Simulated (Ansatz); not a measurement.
## La under changes of volume

One of the cells (36.962 Å³/atom); the others are scaled copies at fixed shape and fractional positions:

```xyz
2
Lattice="3.7500 0.0000 0.0000 -1.8750 3.2476 0.0000 0.0000 0.0000 6.0700" Properties=species:S:1:pos:R:3 pbc="T T T"
La    1.8750    1.0825    4.5525
La    0.0000    2.1651    1.5175
```

This isn't the form of La at room conditions, which is double hcp.

| Property | Result |
| --- | --- |
| Program | Ansatz 0.2.0 |
| Functional | PBE |
| Potentials or basis | JTH PAW |
| Cutoff | 840 eV (not typed: the program's choice for these potentials) |
| k mesh | 8 × 8 × 5 |
| Occupations | fermi-dirac, width 0.05 eV |
| Spin | no spin polarisation |

| volume (Å³/atom) | energy over the lowest point (meV/atom) | pressure (GPa) |
| --- | --- | --- |
| 34.744 | 25.63 | 2.6 |
| 35.483 | 15.24 | 2.0 |
| 36.222 | ? | ? |
| 36.962 | 2.48 | 0.8 |
| 37.701 | 0.02 | 0.3 |
| 38.440 | 0.00 | -0.2 |
| 39.179 | 2.28 | -0.7 |

Problem. What does the run at 36.222 Å³/atom give?

Solution. Energy over the lowest point 7.53 meV/atom; pressure 1.4 GPa.

Worked out: A Birch-Murnaghan fit of order 3 (a polynomial in V^(-2/3)) to the other rows has its minimum at 38.08 Å³/atom with B0 = V·E''(V) = 27 GPa (rough, since the energies scatter) at fixed shape and positions, which overstates the stiffness. It gives 7.54 meV/atom at 36.222 Å³/atom, against the run's 7.53, and -dE/dV = 1.4 GPa, against 1.4.

Energies are extrapolated to zero smearing.
